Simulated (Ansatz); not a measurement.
**Crystal structures of zirconium under r²SCAN**

Method: DFT, r2SCAN, plane waves (500 eV) with PAW, scalar-relativistic (Ansatz 0.2.0). (PAW data from PBE, frozen cores regenerated.)

Each structure is relaxed within its own symmetry, so a high-lying one may be dynamically unstable.

| structure | ΔE (meV/atom) | V (Å³/atom) | cell | magnetic state |
| --- | --- | --- | --- | --- |
| omega (AlB2-type) | -13 | 23.13 | a = 5.040 Å, c = 3.154 Å (c/a = 0.626) | non-magnetic |
| hcp | 0 | 23.49 | a = 3.245 Å, c = 5.149 Å (c/a = 1.587) | non-magnetic |
| dhcp | 55 | 23.58 | a = 3.238 Å, c = 10.392 Å (c/a = 3.210) | spin not included |
| fcc | 56 | 23.24 | a = 4.530 Å | non-magnetic |
| bcc | 118 | 22.97 | a = 3.581 Å | non-magnetic |
| A15 | 176 | 23.19 | a = 5.704 Å | spin not included |
| simple cubic | 958 | 24.51 | a = 2.905 Å | spin not included |
| diamond | 2349 | 36.92 | a = 6.660 Å | ferromagnetic, net 2.26 μB per atom |

ΔE counts from hcp.

r²SCAN puts omega (AlB2-type) 13 meV/atom below hcp, the structure of the real element at low temperature or room conditions.

Differences under about 8 meV lie within the error of the k-point mesh.
